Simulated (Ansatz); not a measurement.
The system is CdO (Monteponite).

```
Cd O
1.0
     0.00000    2.34950    2.34950
     2.34950    0.00000    2.34950
     2.34950    2.34950    0.00000
Cd O
1 1
Direct
  0.00000 0.00000 0.00000
  0.50000 0.50000 0.50000
```

| Item | Value |
| --- | --- |
| Program | Ansatz 0.2.0 |
| Task | relaxation of cell and atoms |
| Functional | PBEsol |
| Dispersion | D4 |
| Potentials or basis | Ansatz PAW |
| Cutoff | 420 eV (not typed: the program's choice for these potentials) |
| k mesh | 10 × 10 × 10 |
| Occupations | fermi-dirac, width 0.05 eV |
| Spin | no spin polarisation |

At the start: volume 12.97 Å³/atom.

Question: How do energy, volume and symmetry change on relaxing?

Answer: It ends after 6 steps and the volume is 12.71 Å³/atom (-2.0 %); space group Fm-3m (No. 225, to 0.05 Å).

The path:
| step | energy change (eV) | largest force (eV/Å) | volume (Å³) |
| --- | --- | --- | --- |
| 1 | 0.0000 | 0.0000 | 25.94 |
| 2 | -0.0065 | 0.0000 | 25.31 |
| 3 | -0.0064 | 0.0000 | 25.44 |
| 4 | -0.0048 | 0.0000 | 25.44 |
| 5 | -0.0049 | 0.0000 | 25.42 |
| 6 | -0.0047 | 0.0000 | 25.42 |

Final structure:
```xyz
2
Lattice="0.0000 2.3337 2.3337 2.3337 0.0000 2.3337 2.3337 2.3337 0.0000" Properties=species:S:1:pos:R:3 pbc="T T T"
Cd    0.0000    0.0000    0.0000
O     2.3337    2.3337    2.3337
```

Caveat: the plane-wave basis is chosen anew once the cell has moved, so the energies of steps on either side of that aren't comparable; the pressure holds a Pulay correction of +0.5 GPa for the finite cutoff; the PAW data sets come from PBE, with cores solved anew for the run's functional, which leaves a small shift of forces and pressure.
